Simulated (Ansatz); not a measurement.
Zincblende MgS, relaxed with r2SCAN in the plane-wave code Ansatz. Space group F-43m (No. 216), cubic; conventional cell a = 5.662 Å, 22.69 Å³ an atom. Around Mg lie 4 S at 2.45 Å; around S lie 4 Mg at 2.45 Å.

The axes x, y and z are those of this cell:
```yaml
crystal:
  lattice:
    - [0.00000, 2.83088, 2.83088]
    - [2.83088, 0.00000, 2.83088]
    - [2.83088, 2.83088, 0.00000]
  atoms:
    - { symbol: Mg, position: [0.00000, 0.00000, 0.00000] }
    - { symbol: S, position: [0.25000, 0.25000, 0.25000] }
```

Unstrained: PBE gives a direct gap of 3.466 eV at Γ. With r2SCAN the gap is 4.142 eV and direct, at Γ. The HSE06 gap is direct at Γ: 4.528 eV. Meshes: PBE 8×8×8, r2SCAN 8×8×8, HSE06 6×6×6. Strains are changes of length per length. After each strain the atoms were relaxed again with r2SCAN in this cell and within any symmetry left, so distortions that break it or need a larger cell weren't tested; points keep the names that they have in the unstrained zone. These are computed values for a spin-unpolarised cell that may be hypothetical; none is a measurement.

(1) Apply epitaxial -1.0 % in the xy plane, free normal strain +1.37 %. How far does the gap move, against the unstrained cell?

(2) Apply epitaxial +2.0 % in the xy plane, free normal strain -2.91 %. How far does the gap move, against the unstrained cell?

(3) Estimate what epitaxial +3.0 % in the xy plane, free normal strain -4.49 % does to the gap.

(4) Apply epitaxial -2.0 % in the xy plane, free normal strain +2.67 %. How far does the gap move, against the unstrained cell?

(5) Estimate what epitaxial +4.0 % in the xy plane, free normal strain -6.15 % does to the gap.

(6) For epitaxial -4.0 % in the xy plane, how far does the free direction move, and what happens to the gap?

(7) Apply epitaxial -3.0 % in the xy plane, free normal strain +3.91 %. How far does the gap move, against the unstrained cell?

(8) Estimate what epitaxial +1.0 % in the xy plane, free normal strain -1.41 % does to the gap.

Results:

(1) PBE: the gap goes from 3.466 to 3.474 eV (+0.008 eV); with r2SCAN the top three valence levels at Γ, degenerate before, become 2+1 from the top over 68 meV. r2SCAN: the gap goes from 4.142 to 4.151 eV (+0.009 eV). HSE06: the gap goes from 4.528 to 4.537 eV (+0.009 eV). The r2SCAN energy rises by 0.8 meV an atom.

(2) PBE: the gap goes from 3.466 to 3.328 eV (-0.138 eV); with r2SCAN the top three valence levels at Γ, degenerate before, become 1+2 from the top over 120 meV. r2SCAN: the gap goes from 4.142 to 3.998 eV (-0.144 eV). HSE06: the gap goes from 4.528 to 4.383 eV (-0.145 eV). The r2SCAN energy rises by 2.9 meV an atom.

(3) PBE: the gap goes from 3.466 to 3.263 eV (-0.203 eV); with r2SCAN the top three valence levels at Γ, degenerate before, become 1+2 from the top over 173 meV. r2SCAN: the gap goes from 4.142 to 3.933 eV (-0.209 eV). HSE06: the gap goes from 4.528 to 4.316 eV (-0.212 eV). The r2SCAN energy rises by 6.2 meV an atom.

(4) PBE: the gap goes from 3.466 to 3.480 eV (+0.014 eV); with r2SCAN the top three valence levels at Γ, degenerate before, become 2+1 from the top over 140 meV. r2SCAN: the gap goes from 4.142 to 4.159 eV (+0.017 eV). HSE06: the gap goes from 4.528 to 4.545 eV (+0.017 eV). The r2SCAN energy rises by 3.3 meV an atom.

(5) PBE: the gap goes from 3.466 to 3.202 eV (-0.264 eV); with r2SCAN the top three valence levels at Γ, degenerate before, become 1+2 from the top over 223 meV. r2SCAN: the gap goes from 4.142 to 3.872 eV (-0.270 eV). HSE06: the gap goes from 4.528 to 4.252 eV (-0.276 eV). The r2SCAN energy rises by 10.6 meV an atom.

(6) The normal strain at zero normal stress is +5.09 %, 1.27 of the in-plane strain with the sign turned. PBE: the gap goes from 3.466 to 3.474 eV (+0.008 eV); least and direct gap lie within 0.04 eV, so its kind isn't settled; with r2SCAN the top three valence levels at Γ, degenerate before, become 2+1 from the top over 302 meV. r2SCAN: the gap goes from 4.142 to 4.114 eV (-0.028 eV); it turns from direct (Γ) to indirect (Γ–K (0.25) → X [(0, -1/2, -1/2)]). HSE06: the gap goes from 4.528 to 4.542 eV (+0.014 eV); least and direct gap lie within 0.04 eV, so its kind isn't settled.

(7) PBE: the gap goes from 3.466 to 3.480 eV (+0.014 eV); least and direct gap lie within 0.04 eV, so its kind isn't settled; with r2SCAN the top three valence levels at Γ, degenerate before, become 2+1 from the top over 219 meV. r2SCAN: the gap goes from 4.142 to 4.162 eV (+0.020 eV); least and direct gap lie within 0.04 eV, so its kind isn't settled. HSE06: the gap goes from 4.528 to 4.547 eV (+0.019 eV); least and direct gap lie within 0.04 eV, so its kind isn't settled. The r2SCAN energy rises by 7.8 meV an atom.

(8) PBE: the gap goes from 3.466 to 3.395 eV (-0.071 eV); with r2SCAN the top three valence levels at Γ, degenerate before, become 1+2 from the top over 62 meV. r2SCAN: the gap goes from 4.142 to 4.068 eV (-0.074 eV). HSE06: the gap goes from 4.528 to 4.454 eV (-0.074 eV). The r2SCAN energy rises by 0.7 meV an atom.

Where an edge lies off the special points, it is a point of the mesh or the k point where a search put PBE's edge or least direct gap, reused for the other functionals, whose own edges may lie a little apart.

The meshes of the hybrids are coarse, so their gaps aren't converged to the digits shown.

The splittings at Γ are without spin-orbit coupling, which regroups them where it is of like size.
